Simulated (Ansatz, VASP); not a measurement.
**Mg: VASP beside Ansatz**

```
CELL_PARAMETERS angstrom
0.00000 2.24426 2.24426
2.24426 0.00000 2.24426
2.24426 2.24426 0.00000
ATOMIC_POSITIONS crystal
Mg 0.00000 0.00000 0.00000
```

This isn't the form of Mg at room conditions, which is hcp.

Alike in both runs: task single point; functional PBEsol; k mesh 10 × 10 × 10; occupations gaussian, width 0.05 eV; no spin polarisation.

```csv
,VASP,Ansatz
version,VASP 6.6.1,Ansatz 0.2.0
potentials or method,"VASP PAW PBE potentials, release 64 (Mg)",Ansatz PAW
plane-wave cutoff (eV),520,420
valence electrons in the cell,2,10
```

|  | VASP | Ansatz | Ansatz less VASP |
| --- | --- | --- | --- |
| gap on the k mesh at the Fermi level (eV) | none | none | - |
| pressure (GPa) | 0.1 | 0.1 | +0.05 |

A gap of «none» marks a metal or a gap that the smearing closes. The functional is the same, so the differences come from potentials, cutoffs and numerics. The two sets of potentials don't hold the same shells in valence.

Caveats: the PAW data sets were made with another functional, which shifts forces and pressure a little (VASP); the PAW data sets come from PBE, with cores solved anew for the run's functional, which leaves a small shift of forces and pressure (Ansatz).
